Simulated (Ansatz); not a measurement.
Relaxed bulk Li:

Space group Fm-3m (No. 225). a = 4.318 Å, b = 4.318 Å, c = 4.318 Å, α = 90.00°, β = 90.00°, γ = 90.00°
```tsv
atom	site	symmetry	x	y	z
Li	4a	m-3m	0.0000	0.0000	0.0000
```

Miller indices refer to the conventional cell of Fm-3m (No. 225), a = 4.318 Å, b = 4.318 Å, c = 4.318 Å, α = 90.00°, β = 90.00°, γ = 90.00°.

Consider the (111) slab of 5 planes, 10.0 Å thick with 15 Å of vacuum as cut; outer planes Li (top) and Li (bottom), all atoms relaxed.

Theory: Ansatz 0.2.0, DFT PBEsol, scalar-relativistic, plane waves, PAW. Settings: cutoff 420 eV, Γ-centred mesh 12×12×1 on the computed 5-atom cell, Gaussian smearing of 0.10 eV; no spin polarisation. The cell repeats along c with a dipole correction in the vacuum.

Q: Predict the surface energy (mean of both faces).

A: 0.54 J/m².

Q: Predict the work function.

A: 3.28 eV.

Q: The top two planes lie 2.493 Å apart in the bulk. How does relaxation change this?

A: The spacing becomes 2.354 Å (-5.6 %).

In some of the runs charge leaks into the vacuum, so their work functions can be off.

The reference crystal is the fcc form of Li, which isn't its usual structure.